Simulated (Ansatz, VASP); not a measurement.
One calculation of Pb, two programs

```
Pb
1.0
    11.80000    0.00000    0.00000
     0.00000    9.30000    0.00000
     0.00000    0.00000    3.14023
Pb
2
Direct
  0.38495 0.50000 0.00000
  0.61505 0.50000 0.50000
```

Alike in both runs: functional PBEsol; k mesh 1 × 1 × 19; occupations gaussian, width 0.05 eV; collinear spin.

Ansatz relaxed the structure, and its values are those at the end. VASP's run is a single point on that final structure, the one shown.

|  | VASP | Ansatz |
| --- | --- | --- |
| version | VASP 6.6.1 | Ansatz 0.2.0 |
| potentials or method | VASP PAW PBE potentials, release 64 (Pb_d) | scalar-relativistic, plane waves, PAW |
| plane-wave cutoff (eV) | 520 | 420 |
| valence electrons in the cell | 28 | 28 |

Ansatz gave:

- gap on the k mesh at the Fermi level (eV): 0.17
- least direct gap on the mesh (eV): 0.17
- net moment per atom (μB): 0.00

**Question.** Which values does VASP return?

**Answer.** gap on the k mesh at the Fermi level (eV): 0.16; least direct gap on the mesh (eV): 0.16; net moment per atom (μB): 0.00.

Ansatz warned: «seeded_moment_not_kept».

Caveats: spin-orbit coupling is left out, which as a rule narrows the gap of such compounds by several tenths of an eV.
